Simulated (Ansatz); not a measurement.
TiSi2 in Ansatz: the effect of functional

TiSi2:

```
Ti Si
1.0
     0.00000    4.11752    4.26290
     2.38951    0.00000    4.26290
     2.38951    4.11752    0.00000
Ti Si
2 4
Direct
  0.75000 0.75000 0.75000
  0.50000 0.50000 0.50000
  0.41257 0.08743 0.41257
  0.08743 0.41257 0.08743
  0.16257 0.83743 0.16257
  0.83743 0.16257 0.83743
```

The cell is a database's computed one.

Alike in all runs:

- Program: Ansatz 0.2.0
- Task: projected density of states
- Potentials or basis: Ansatz PAW
- k mesh: 7 × 7 × 7
- Occupations: fermi-dirac, width 0.05 eV
- Spin: no spin polarisation

```tsv
functional	cutoff	pressure (GPa)	largest force (eV/Å)
LDA	420 eV (not typed: the program's choice for these potentials)	?	?
PBE	420 eV (not typed: the program's choice for these potentials)	2.1	0.02
PBEsol	420 eV (not typed: the program's choice for these potentials)	-2.0	0.05
RPBE	420 eV (not typed: the program's choice for these potentials)	4.7	0.01
revPBE	420 eV (not typed: the program's choice for these potentials)	4.0	0.01
BLYP	420 eV (not typed: the program's choice for these potentials)	8.9	0.02
r2SCAN	500 eV (not typed: the program's choice for these potentials)	-0.2	0.02
```

Problem. What does the run with functional LDA give?

Solution. Pressure -5.1 GPa; largest force 0.06 eV/Å.

Caveats: the density of states is complete only up to the lowest level of the last band computed; the PAW data sets come from PBE, with cores solved anew for the run's functional, which leaves a small shift of forces and pressure (some runs).
